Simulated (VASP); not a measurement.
# BaTiO3: single point with PBEsol

Crystal: BaTiO3.

```
Ba Ti O
1.0
     3.99980    0.00000    0.00000
     0.00000    3.99980    0.00000
     0.00000    0.00000    4.01800
Ba Ti O
1 1 3
Direct
  0.00000 0.00000 0.00000
  0.50000 0.50000 0.49000
  0.00000 0.50000 0.51700
  0.50000 0.00000 0.51700
  0.50000 0.50000 0.01900
```

- Program: VASP 6.6.1
- Task: single point
- Functional: PBEsol
- Potentials or basis: VASP PAW PBE potentials, release 64 (Ba_sv, Ti_sv, O)
- Cutoff: 520 eV
- k mesh: 7 × 7 × 7
- Occupations: fermi-dirac, width 0.05 eV
- Spin: no spin polarisation

```json
{"Pressure": "-2.0 GPa", "Largest force": "0.323 eV/Å", "Band gap on the k mesh": "1.82 eV, indirect (least direct gap 2.02 eV)"}
```

Forces in eV/Å, atoms in the order of the input:
```
Ba   0.000  0.000  0.056
Ti   0.000  0.000 -0.142
O    0.000  0.000 -0.119
O    0.000  0.000 -0.119
O    0.000  0.000  0.323
```

Stress tensor (GPa, compression positive):
```
-2.34  0.00  0.00
 0.00 -2.34  0.00
 0.00  0.00 -1.39
```

Levels at points of the mesh, in eV from the valence-band top:
| k point | band 17 | band 18 | band 19 | band 20 | band 21 | band 22 | band 23 | band 24 |
| --- | --- | --- | --- | --- | --- | --- | --- | --- |
| (0.00, 0.00, 0.00) | -1.06 | -0.21 | -0.19 | -0.19 | 1.82 | 2.04 | 2.04 | 4.09 |

It took 31 s on 2 MPI ranks on Intel(R) Xeon(R) Platinum 8488C (Sapphire Rapids), with other jobs on the host, peak memory 0.21 GiB a rank.

Caveat: the PAW data sets were made with another functional, which shifts forces and pressure a little; spin-orbit coupling is left out, which moves the levels of the heavy elements; an odd mesh through Γ misses points on the zone boundary, where band edges often lie. A hybrid or GW would open this gap; PBEsol tends to underestimate it.
